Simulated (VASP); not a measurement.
SiC (Moissanite 6H): relaxation of cell and atoms with r2SCAN

Crystal: SiC (Moissanite 6H).

```
Si C
1.0
     3.07705    0.00000    0.00000
    -1.53852    2.66480    0.00000
     0.00000    0.00000   15.10136
Si C
6 6
Cartesian
  0.0000 0.0000 1.8884
  -1.5385 2.6648 9.4390
  0.0000 1.7765 4.4069
  1.5385 0.8883 11.9576
  0.0000 1.7765 14.4717
  1.5385 0.8883 6.9210
  0.0000 0.0000 15.0963
  1.5385 2.6648 7.5456
  0.0000 1.7765 2.5197
  1.5385 0.8883 10.0703
  0.0000 1.7765 12.5842
  1.5385 0.8883 5.0335
```

| Quantity | Value |
| --- | --- |
| Program | VASP 6.6.1 |
| Task | relaxation of cell and atoms |
| Functional | r2SCAN |
| Potentials or basis | VASP PAW PBE potentials, release 64 (Si, C) |
| Cutoff | 600 eV |
| k mesh | 12 × 12 × 2 |
| Occupations | gaussian, width 0.03 eV |
| Spin | no spin polarisation |
| Further INCAR settings | ALGO = Normal; EDIFF = 1e-07; IBRION = 2; EDIFFG = -0.005; NSW = 90; ISIF = 3 |

| Quantity | Value |
| --- | --- |
| Relaxed volume | 10.32 Å³/atom |
| Relaxed cell | a = 3.077 Å, b = 3.077 Å, c = 15.099 Å, α = 90.00°, β = 90.00°, γ = 120.00° |
| Space group after relaxing (to 0.05 Å) | P6_3mc (No. 186) |
| Energy gained by relaxing | 0.0 meV/atom |
| Ionic steps | 3 |
| Pressure after relaxing | 0.0 GPa |
| Band gap on the k mesh | 2.40 eV, indirect (least direct gap 3.56 eV) |

Final structure:
```cif
data_structure
_symmetry_space_group_name_H-M 'P 1'
_symmetry_Int_Tables_number 1
_cell_length_a 3.0769
_cell_length_b 3.0769
_cell_length_c 15.0990
_cell_angle_alpha 90.000
_cell_angle_beta 90.000
_cell_angle_gamma 120.000
_cell_volume 123.79
loop_
_atom_site_label
_atom_site_type_symbol
_atom_site_fract_x
_atom_site_fract_y
_atom_site_fract_z
_atom_site_occupancy
Si1 Si 0.00000 0.00000 0.12504 1
Si2 Si 0.00000 0.00000 0.62504 1
Si3 Si 0.33333 0.66667 0.29182 1
Si4 Si 0.66667 0.33333 0.79182 1
Si5 Si 0.33333 0.66667 0.95830 1
Si6 Si 0.66667 0.33333 0.45830 1
C1 C 0.00000 0.00000 0.99968 1
C2 C 0.00000 0.00000 0.49968 1
C3 C 0.33333 0.66667 0.16685 1
C4 C 0.66667 0.33333 0.66685 1
C5 C 0.33333 0.66667 0.83331 1
C6 C 0.66667 0.33333 0.33331 1
```

Levels at points of the mesh, in eV from the valence-band top:
```tsv
k point	band 21	band 22	band 23	band 24	band 25	band 26	band 27	band 28
(0.00, 0.00, 0.00)	-0.32	-0.04	0.00	0.00	5.77	5.95	6.36	6.87
(0.50, 0.00, 0.00)	-1.90	-1.87	-1.72	-1.16	2.40	2.62	3.68	4.35
(0.00, 0.00, 0.50)	-0.10	-0.10	-0.10	-0.10	5.84	5.84	6.59	6.59
(0.50, 0.00, 0.50)	-1.79	-1.79	-1.37	-1.37	2.46	2.46	3.90	3.90
```

It took 7.2 min on 4 MPI ranks on Intel(R) Xeon(R) 6975P-C (Granite Rapids) (shared host), peak memory 0.4 GiB a rank.

Caveat: the PAW data sets were made with another functional, which shifts forces and pressure a little. A k mesh can miss the band edges.
